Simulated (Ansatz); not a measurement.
The system is WS2.

```
W S
1.0
     1.57900    0.91164    6.16333
    -1.57900    0.91164    6.16333
     0.00000   -1.82327    6.16333
W S
1 2
Direct
  0.00000 0.00000 0.00000
  0.58100 0.58100 0.58100
  0.75030 0.75030 0.75030
```

Measurements of this composition are mostly on another form, of space group No. 194.

- Program: Ansatz 0.2.0
- Task: relaxation of cell and atoms
- Functional: PBE
- Dispersion: D3(BJ)
- Potentials or basis: Ansatz PAW
- Cutoff: 420 eV (not typed: the program's choice for these potentials)
- k mesh: 10 × 10 × 10
- Occupations: fermi-dirac, width 0.05 eV
- Spin: no spin polarisation

At the start: volume 17.74 Å³/atom.

Problem. How do energy, volume and symmetry change on relaxing?

Solution. It ends after 6 steps and the volume is 17.39 Å³/atom (-2.0 %); space group R3m (No. 160, to 0.05 Å).

The path:
```tsv
step	energy change (eV)	largest force (eV/Å)	volume (Å³)
1	0.0000	0.6093	53.23
2	-0.0056	0.2811	51.32
3	-0.0112	0.0361	52.26
4	-0.0113	0.0082	52.19
5	-0.0113	0.0006	52.16
6	-0.0111	0.0006	52.16
```

Final structure:
```
W S
1.0
     1.57872    0.91147    6.04159
    -1.57872    0.91147    6.04159
     0.00000   -1.82295    6.04159
W S
1 2
Direct
  0.99935 0.99935 0.99935
  0.57921 0.57921 0.57921
  0.75274 0.75274 0.75274
```

Caveat: the plane-wave basis is chosen anew once the cell has moved, so the energies of steps on either side of that aren't comparable.
